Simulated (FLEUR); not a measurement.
Runs of FLEUR MaX-R8.1 (later development tree) on Tb. The structure is cubic, space group Im-3m (No. 229). The conventional cell has a = 4.020 Å, b = 4.020 Å, c = 4.020 Å, α = 90.00°, β = 90.00°, γ = 90.00°. Around Tb (site symmetry m-3m) lie 8 Tb at 3.48 Å. This isn't the form of Tb at room conditions, which is hcp.

```tsv
level	U	fixed moment (μB)	cell	smearing	inpgen profile	hund's J (eV)	around-mean-field double counting	gmax	lmax	kmax	other keys	moment (μB)
PBEsol+U	Tb f U = 5 eV	-	volume scaled by 0.96	fermi-dirac 0.05 eV	fast	0	no	20 1/bohr	Tb 7	4 1/bohr	-	(a)
PBEsol	-	6.0	as given	fermi-dirac 0.05 eV	fastHighL	-	-	11.8 1/bohr	Tb 11	3.8 1/bohr	alpha = 0.3	6.00
LDA+U	Tb f U = 8 eV	-	as given	fermi-dirac 0.02 eV	fastHighL	0	no	11.8 1/bohr	Tb 11	3.8 1/bohr	minDistance = 1e-06	6.59
PBE	-	4.5	volume scaled by 1.25	fermi-dirac 0.1 eV	fast	-	-	20 1/bohr	Tb 7	4 1/bohr	-	4.50
```

Alike in all rows: task band structure; potentials or basis all-electron, FLAPW; spin collinear, ferromagnetic start; k mesh 9 × 9 × 9.

Problem. Estimate the missing entries.

Solution. (a) 6.39.

Caveats: the magnetic or orbital state may not be the lowest; the total moment is fixed, so each spin has its own Fermi level (some runs).
